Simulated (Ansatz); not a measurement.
Crystal: MoSe2.

```
Mo Se
1.0
     3.28800    0.00000    0.00000
    -1.64400    2.84749    0.00000
     0.00000    0.00000   12.90000
Mo Se
2 4
Direct
  0.66667 0.33333 0.75000
  0.33333 0.66667 0.25000
  0.66667 0.33333 0.37500
  0.33333 0.66667 0.87500
  0.66667 0.33333 0.12500
  0.33333 0.66667 0.62500
```

Base run:

```yaml
Program: Ansatz 0.2.0
Functional: rPW86-PBE
Potentials_or_basis: Ansatz PAW
Cutoff: "420 eV (not typed: the program's choice for these potentials)"
k_mesh: 9 × 9 × 2
Occupations: fermi-dirac, width 0.05 eV
Spin: no spin polarisation
```

Its results: band gap on the k mesh 0.88 eV, indirect (least direct gap 1.38 eV); pressure 14.4 GPa; largest force 1.643 eV/Å.

After a change of settings the same cell gave: band gap on the k mesh 0.88 eV, indirect (least direct gap 1.38 eV); pressure 3.2 GPa; largest force 0.795 eV/Å. Which change was it?
A. functional from rPW86-PBE to PBE; k mesh from 9 × 9 × 2 to 13 × 13 × 3
B. functional from rPW86-PBE to PBE; k mesh from 9 × 9 × 2 to 7 × 7 × 2
C. functional from rPW86-PBE to LDA; potentials or basis from Ansatz PAW to JTH PAW LDA; cutoff from 420 eV (not typed: the program's choice for these potentials) to 1800 eV; valence electrons from 92 to 52
D. functional from rPW86-PBE to PBEsol

D.

Caveats: the cell's inner coordinates are idealised or old, which leaves forces on the atoms; the PAW data sets come from PBE, with cores solved anew for the run's functional, which leaves a small shift of forces and pressure; the k mesh misses the band edges, so the gap on the mesh is wider than the one along the path (some runs); this functional lacks dispersion, which binds the layers, so the pressure and a relaxed spacing across them are unreliable (some runs).
